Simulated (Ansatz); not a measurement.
# BN: the cost of one run

Method: DFT r2SCAN, scalar-relativistic, plane waves, PAW, in Ansatz 0.2.0.

### Step 1. The structure to begin with

It takes space group Fmm2 (No. 42, orthorhombic). The conventional cell has a = 2.503 Å, b = 6.991 Å, c = 4.332 Å, α = 90.00°, β = 90.00°, γ = 90.00°. B (site symmetry mm2) is surrounded by 3 N at 1.44 Å. N (site symmetry mm2) has 3 B at 1.44 Å as nearest neighbours.

Structure file:

```xyz
2
Lattice="0.0000 3.4953 2.1661 1.2516 0.0000 2.1661 1.2516 3.4953 0.0000" Properties=species:S:1:pos:R:3 pbc="T T T"
B     1.2516    3.4953    0.0002
N     1.2516    3.4953    2.8881
```

The structure comes from the Materials Project (structure only).

### Step 2. A first look at the start

The input, input.yaml:

```yaml
crystal:
  lattice:
    - [0.0, 3.49531583, 2.16609124]
    - [1.2516321, 0.0, 2.16609124]
    - [1.2516321, 3.49531583, 0.0]
  atoms:
    - { symbol: B, position: [4.865e-05, 4.865e-05, 0.99995135] }
    - { symbol: "N", position: [0.66665134, 0.66665134, 0.33334866] }
basis:
  ecutwfc: 500
kpoints:
  mp_grid: { grid: [8, 8, 8] }
hamiltonian:
  xc: r2scan
scf:
  occupations: { method: gaussian, width: 0.1 }
output:
  forces: true
  stress: true
  eigenvalues: true
```

Command:

```bash
ansatz run input.yaml --threads 1 --pin off --max-ram 1228MiB --backend cpu --events-out ev --progress --plain --runs-dir out
```

Q: Estimate wall time and peak memory on 1 thread of an x86-64 CPU, shared host.

About 7.3 s, with a peak of 0.5 GiB.
